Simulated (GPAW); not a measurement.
Runs of GPAW 26.7.0 on ZnO (zincite). Symmetry: P6_3mc, No. 186, hexagonal system. Conventional cell: a = 3.249 Å, b = 3.249 Å, c = 5.206 Å, α = 90.00°, β = 90.00°, γ = 120.00°. Zn (site symmetry 3m) is surrounded by 4 O at 1.97 to 1.98 Å. O (site symmetry 3m) has 4 Zn at 1.97 to 1.98 Å as nearest neighbours. 

```tsv
task	level	potentials or basis	cell	band path	band points	optimizer	fmax	max steps	gap on the mesh (eV)	pressure (GPa)	relaxed volume (Å³/atom)	largest force (eV/Å)
band structure	TASK	GPAW PAW data sets (gpaw-data 1.2.1), pw	as given	GMKGALHA,LM,KH	60	-	-	-	(a)	7.7	-	0.09
relaxation of cell and atoms	RPBE	the program's PAW data sets (release 1.2.1) made for this functional, pw	relaxed	-	-	LBFGS	0.05 eV/Å	40	0.79	0.0	(b)	0.04
relaxation of cell and atoms	r2SCAN	GPAW PAW data sets (gpaw-data 1.2.1), pw	relaxed	-	-	BFGS	0.05 eV/Å	60	1.24	-0.3	(c)	0.03
band structure	GLLB-SC	the program's PAW data sets (release 1.2.1) made for this functional, pw	as given	GMKGALHA,LM,KH	80	-	-	-	2.34	-	-	-
relaxation of cell and atoms	RPBE+D3(BJ)	the program's PAW data sets (release 1.2.1) made for this functional, pw	relaxed	-	-	FIRE	0.02 eV/Å	60	0.94	0.0	(d)	0.02
relaxation of cell and atoms	PBEint	PAW data sets generated in the run's folder for this functional, pw	relaxed	-	-	LBFGS	0.05 eV/Å	40	0.71	0.4	11.99	0.03
```

Alike in all rows: no spin polarisation; k mesh 6 × 6 × 3; cutoff (eV) 800; smearing fermi-dirac 0.05 eV; the mesh is coarse, so values aren't converged.

Estimate the missing entries.

(a) 2.06; (b) 12.85; (c) 11.79; (d) 11.52.

Caveats: later steps reuse the first step's grids (some runs); the PAW data sets were made with another functional, which shifts forces and pressure a little (some runs); the GLLB-SC gap is the Kohn-Sham gap of the path plus the derivative discontinuity (some runs); a model potential gives levels but no total energy (some runs).

Runs at the PBE level aren't shown here.
